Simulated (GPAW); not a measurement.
Ge:

```
Ge
1.0
     1.48805   -2.59469    0.00000
     1.48805    2.59469    0.00000
     0.00000    0.00000    4.72760
Ge
2
Direct
  0.33345 0.66655 0.25000
  0.66655 0.33345 0.75000
```

This isn't the form of Ge at room conditions, which is diamond.

* Program: GPAW 26.7.0
* Task: single point
* Functional: PBE
* Potentials or basis: GPAW PAW data sets (gpaw-data 1.2.1)
* Cutoff: 600 eV
* Basis: pw
* k mesh: 10 × 10 × 6
* Occupations: fermi-dirac, width 0.05 eV
* Spin: no spin polarisation

On this cell: pressure 4.0 GPa; largest force under 0.003 eV/Å; band gap on the k mesh none (metal or under the smearing width).

The same run follows on a disturbed copy (atoms moved at random, drawn with an rms of 0.05 Å):

```
CELL_PARAMETERS angstrom
1.48805 -2.59469 0.00000
1.48805 2.59469 0.00000
0.00000 0.00000 4.72760
ATOMIC_POSITIONS crystal
Ge 0.32710 0.67936 0.25322
Ge 0.67910 0.33589 0.74526
```

What does the disturbed cell give?

The energy (extrapolated to zero smearing) moves by +0.1 meV/atom; pressure 4.0 GPa; largest force 0.033 eV/Å; band gap on the k mesh none (metal or under the smearing width).

Forces in eV/Å, atoms in the order of the input:
```
Ge   0.000 -0.014 -0.030
Ge   0.000  0.014  0.030
```

Stress tensor (GPa, compression positive):
```
 3.26  0.02 -0.03
 0.02  3.00  0.06
-0.03  0.06  5.77
```
